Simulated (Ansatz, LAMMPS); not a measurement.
# Structural relaxation of InP with crystalline order left by the classical run (76 atoms), part 2 of 3

Wanted: the relaxed structure of InP with crystalline order left by the classical run (76 atoms) and its electronic structure.

Ansatz 0.2.0; Kohn-Sham DFT, PBE, PAW (set soft_2), plane waves.

The cell: 38 In and 38 P. The quench rate of 10 K/ps is many orders above laboratory rates. The network of bonds at the start is that of the classical potential that made the cell. Only the Γ point is sampled, in a cell whose shortest periodic width is 12 Å.

So far. Step 3 (Single point at the start): The r.m.s. force component of 0.20 eV/Å and the pressure of -0.69 GPa set the starting point.

### 4. Relaxation

The atoms are relaxed in the fixed cell, aiming at the force tolerance of the input.

File input.yaml:

```yaml
crystal:
  lattice:
    - [12.3838, 0.0, 0.0]
    - [0.0, 12.3838, 0.0]
    - [0.0, 0.0, 12.3838]
  atoms:
    [... the 76 atom lines of step 3 ...]
kpoints:
  mp_grid: { grid: [1, 1, 1] }
hamiltonian:
  xc: pbe
scf:
  occupations: { method: fermi_dirac, width: 0.025 }
output:
  forces: true
relax:
  f_tol: 0.05
  max_steps: 200
```

The run is started by

```bash
$ ansatz run input.yaml --threads 4 --pin off --max-ram 8192MiB --backend cpu --events-out ev --progress --plain --runs-dir out
```

Numbers of over 12 decimals in the logs are rounded to 6 here.

What it wrote:

```text
[...]
Crystal: 76 atoms, lattice volume = 1899.161 Å³
Basis set: ecut = 420 eV, 37193 PW (Γ), exchange–correlation on 180×180×180 points (8 copies of the dense FFT grid, shifted against one another)
Bands: 418, of which v1, the nominal top of the filled ones, is band 342 counted from 1 (341 counted from 0)
Symmetry: 1 space group operations
[...]
k-points: 1
[...]
SCF iter   1: F=—  HF=-241419.963294 eV  |F-HF|=—  |Δ(HF+E_count)|=         —  Δρ=3.08e-3  dr2=4.22e-1  ethr=1.77e-3  ⟨swp⟩=7.0  Hψ=1582  notcnv=0  defer=39
[...]
SCF iter   6: F=-241419.873051 eV  HF=-241419.873080 eV  |F-HF|=2.89e-5  |Δ(HF+E_count)|=   9.55e-6  Δρ=2.31e-5  dr2=4.63e-5  ethr=9.14e-9  ⟨swp⟩=3.0  Hψ=1331  notcnv=0
SCF 1 converged in 6 iterations: F = -241419.873051 eV  dr2 = 4.63e-5
[...]
relax step   1: F+E_penalty+E_count = -241419.87305076 eV  Δ(F+E_penalty+E_count) = +0.000e0 eV  max|allowed force component| = 6.116e-1 eV/Å  Δτ_max = 0.0000 Å  (6 SCF iters, dr2 threshold 6.25e-5 eV, accepted)
[...]
relax step   2: F+E_penalty+E_count = -241420.47393748 eV  Δ(F+E_penalty+E_count) = -6.009e-1 eV  max|allowed force component| = 8.617e-1 eV/Å  Δτ_max = 0.1933 Å  (6 SCF iters, dr2 threshold 2.34e-5 eV, accepted)
[...]
relax step   3: F+E_penalty+E_count = -241422.26554634 eV  Δ(F+E_penalty+E_count) = -1.792e0 eV  max|allowed force component| = 1.155e0 eV/Å  Δτ_max = 0.2000 Å  (6 SCF iters, dr2 threshold 4.64e-5 eV, accepted)
relax step   4: F+E_penalty+E_count = -241424.91900745 eV  Δ(F+E_penalty+E_count) = -2.653e0 eV  max|allowed force component| = 6.983e-1 eV/Å  Δτ_max = 0.1962 Å  (6 SCF iters, dr2 threshold 1.00e-4 eV, accepted)
relax step   5: F+E_penalty+E_count = -241427.13701957 eV  Δ(F+E_penalty+E_count) = -2.218e0 eV  max|allowed force component| = 3.006e-1 eV/Å  Δτ_max = 0.1948 Å  (6 SCF iters, dr2 threshold 1.00e-4 eV, accepted)
relax step   6: F+E_penalty+E_count = -241428.80160318 eV  Δ(F+E_penalty+E_count) = -1.665e0 eV  max|allowed force component| = 1.959e-1 eV/Å  Δτ_max = 0.1961 Å  (6 SCF iters, dr2 threshold 1.67e-5 eV, accepted)
relax step   7: F+E_penalty+E_count = -241429.58642302 eV  Δ(F+E_penalty+E_count) = -7.848e-1 eV  max|allowed force component| = 1.397e-1 eV/Å  Δτ_max = 0.2000 Å  (7 SCF iters, dr2 threshold 7.11e-6 eV, accepted)
relax step   8: F+E_penalty+E_count = -241429.90137274 eV  Δ(F+E_penalty+E_count) = -3.149e-1 eV  max|allowed force component| = 6.637e-2 eV/Å  Δτ_max = 0.2000 Å  (6 SCF iters, dr2 threshold 8.29e-6 eV, accepted)
relax step   9: F+E_penalty+E_count = -241429.94850913 eV  Δ(F+E_penalty+E_count) = -4.714e-2 eV  max|allowed force component| = 9.230e-2 eV/Å  Δτ_max = 0.1145 Å  (7 SCF iters, accepted)
relax step  10: F+E_penalty+E_count = -241429.97825962 eV  Δ(F+E_penalty+E_count) = -2.975e-2 eV  max|allowed force component| = 6.695e-2 eV/Å  Δτ_max = 0.0430 Å  (7 SCF iters, accepted)
relax step  11: F+E_penalty+E_count = -241430.00202946 eV  Δ(F+E_penalty+E_count) = -2.377e-2 eV  max|allowed force component| = 6.809e-2 eV/Å  Δτ_max = 0.0813 Å  (7 SCF iters, accepted)
[...]
relax step  12: F+E_penalty+E_count = -241430.01447778 eV  Δ(F+E_penalty+E_count) = -1.245e-2 eV  max|allowed force component| = 3.557e-2 eV/Å  Δτ_max = 0.0303 Å  (6 SCF iters, accepted)
SCF converged after 6 iterations
Free energy (F): -241430.014478 eV
[...]
Internal energy: -241429.995386 eV  (E = F + TS)
E sigma→0 (E₀):  -241430.004932 eV
Entropy (-TS):   -0.019092 eV (-0.251 meV/atom)
Fermi energy:    7.263023 eV
[...]
--- Forces (eV/Å), atoms counted from 1 ---
  atom   1  In     0.01214458    -0.01233525     0.00791095
  atom   2  In     0.00024960    -0.00367763     0.01195805
  atom   3  In    -0.01491545    -0.00216346    -0.00709923
  atom   4  In    -0.00806758     0.00496418    -0.00796541
  atom   5  In     0.03556719     0.00374282    -0.01326811
  atom   6  In     0.00464416     0.00011891     0.00532556
  atom   7  In     0.02032933     0.00682650     0.00064050
  atom   8  In     0.00560328     0.01058319     0.00028939
  atom   9  In     0.03106385    -0.00078950    -0.00826351
  atom  10  In    -0.00503906    -0.00087933     0.00861644
  atom  11  In     0.01929090     0.00636778    -0.02087769
  atom  12  In     0.01417668     0.01217349    -0.01332895
  atom  13  In     0.01640367     0.02231283    -0.01254373
  atom  14  In     0.01266487     0.00636009     0.01197053
[...]
atom  75  P     -0.00375623     0.01373347    -0.00940291
  atom  76  P     -0.00113139     0.01072480    -0.02530992
  max |Σ_I F_I| component: 3.69e-5 eV/Å
--- Relaxed structure (12 steps of the walk, 12 accepted, 0 SCFs on fresh bases) ---
  F+E_penalty+E_count = -241430.01447778 eV   max|allowed force component| = 3.557e-2 eV/Å
  atoms:
    - { symbol: In, position: [0.257032, 0.679140, 0.611956] }
    - { symbol: In, position: [0.158461, 0.026252, 0.335902] }
    - { symbol: In, position: [0.468118, -0.00381467, 0.137440] }
    - { symbol: In, position: [0.631891, 0.743627, 1.029358] }
[...]
- { symbol: P, position: [0.976085, 0.394046, 0.893036] }
```

Run time: 2.9 min. Hardware: 4 threads of Arm Neoverse V2, shared host; peak memory 2.4 GiB; 11 min of CPU time.

Step by step:

```
step  energy less that of the first step (eV)  largest force component (eV/Å)
   1                                   0.0000                          0.6116
   2                                  -0.6009                          0.8617
   3                                  -2.3925                          1.1555
   4                                  -5.0460                          0.6983
   5                                  -7.2640                          0.3006
   6                                  -8.9286                          0.1959
   7                                  -9.7134                          0.1397
   8                                 -10.0283                          0.0664
   9                                 -10.0755                          0.0923
  10                                 -10.1052                          0.0670
  11                                 -10.1290                          0.0681
  12                                 -10.1414                          0.0356
```

The atoms that moved most (Å):

```
atom      dx      dy      dz  length
 P52  -0.870   0.190  -0.722   1.146
 In9  -0.837   0.275  -0.716   1.135
In14   0.879  -0.279   0.627   1.115
 P76   0.860  -0.346   0.596   1.102
 P69   0.848  -0.412   0.566   1.099
 P40   0.811  -0.456   0.574   1.093
 P41   0.791  -0.383   0.624   1.078
 P66  -0.854   0.207  -0.622   1.077
```

The relaxation changed the energy by -133 meV/atom, and atoms moved by 1.0 Å r.m.s., 1.1 Å at most.

### 5. Structure statistics after relaxation

Bonds before and after, by the cutoffs listed below:

```
pair  bonds before  bonds after  mean before (Å)  mean after (Å)  spread before (Å)  spread after (Å)
In-P           117          152            2.601           2.606              0.110             0.093
```

Density 4.84 g/cm³, 24.99 Å³ an atom.

g(r), total and by pair (bins of 0.2 Å):

```
r (Å)  total  In-In  In-P   P-P
 2.40   0.13   0.00  0.26  0.00
 2.60   4.67   0.00  9.35  0.00
 2.80   1.00   0.00  2.00  0.00
 3.00   0.06   0.00  0.12  0.00
 3.20   0.00   0.00  0.00  0.00
 3.40   0.02   0.00  0.00  0.09
 3.60   0.32   0.47  0.08  0.64
 3.80   1.62   2.69  0.69  2.44
 4.00   3.72   6.48  1.15  6.12
 4.20   0.67   0.55  0.60  0.92
 4.40   0.00   0.00  0.00  0.00
 4.60   1.18   1.62  0.85  1.42
 4.80   2.25   1.75  2.54  2.16
 5.00   1.08   0.22  2.06  0.00
 5.20   0.22   0.00  0.41  0.04
 5.40   0.94   1.46  0.39  1.53
 5.60   0.90   1.11  0.79  0.93
 5.80   0.58   0.12  0.96  0.28
 6.00   0.69   0.52  0.90  0.44
```

Bonds by pair of elements; cutoffs follow the first minimum of g(r), held within bounds set by covalent radii, and pairs that aren't listed don't count as bonded:

```
pair A-B  cutoff (Å)  bonds  mean length (Å)  spread (Å)  shortest (Å)  B about A  A about B
    In-P        3.27    152             2.61       0.093          2.50          4          4
```

How many atoms have how many bonded neighbours:

```
element  mean   4
     In     4  38
      P     4  38
```

Bond angles, per cent of each kind in bins of 5°:

```
angle (°)  P-In-P  In-P-In
    75–80     0.4      0.0
    80–85     1.8      1.8
    85–90     2.2      3.1
    90–95     9.7      9.2
   95–100     7.5      6.1
  100–105    31.1     35.5
  105–110    14.0     10.5
  110–115     0.0      0.4
  115–120     0.0      2.2
  120–125    14.9     14.0
  125–130    18.4     17.1
```

Bond angles (no mean is given where the spread exceeds 20°):

```
  angle  count  mean (°)  spread (°)
 P-In-P    228       108        12.5
In-P-In    228       108        12.5
```

Rings of the network by King's shortest-path rule, up to 12 atoms, one path for each pair of neighbours; H, halogens, alkali and alkaline-earth atoms are left out, and the last column divides by all other atoms, bonded or not:

```
ring size (atoms)  rings  per network atom
                6    151              1.99
```

For some of the pairs, g(r) has its first main peak near 4.0 Å (In-In), 2.6 Å (In-P) and 4.0 Å (P-P). By these cutoffs all In atoms have 4 and all P atoms have 4 bonded neighbours. The P-In-P angle averages 108° with a spread of 12°. All rings counted have 6 atoms.

(Continued in part 3 of 3.)

[Logs are printed without paths, hosts, clocks, repeated set-up lines and the standing remarks that a program may print on its own settings, such as how far it seeks lower states.]

[Hosts, paths, dates, database ids (printed as entryN), source tags and the programs' standing remarks are cut or masked in the printed files.]
